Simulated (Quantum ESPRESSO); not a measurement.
NaCl:

```
CELL_PARAMETERS angstrom
0.00000 2.79406 2.79406
2.79406 0.00000 2.79406
2.79406 2.79406 0.00000
ATOMIC_POSITIONS crystal
Cl 0.50000 0.50000 0.50000
Na 0.00000 0.00000 0.00000
```

The cell is a database's computed one.

Program: Quantum ESPRESSO 7.5. Alike in all runs: task dielectric tensor; no spin polarisation; cell as given; k mesh 6 × 6 × 6, shifted; cutoff (eV) 612; smearing fermi-dirac 0.05 eV.

Question: Order these runs on this cell by their pressure, lowest first.
A. level BLYP; potentials or basis GBRV 1.5 PBE
B. level LDA; potentials or basis GBRV 1.5 LDA; form of the LDA correlation PZ81
C. level PBEsol; potentials or basis GBRV 1.5 PBEsol

Answer: B (-1.8 GPa), C (0.3 GPa), A (2.6 GPa).

Caveats: the potentials were made for another functional, which shifts forces and pressure (some runs).
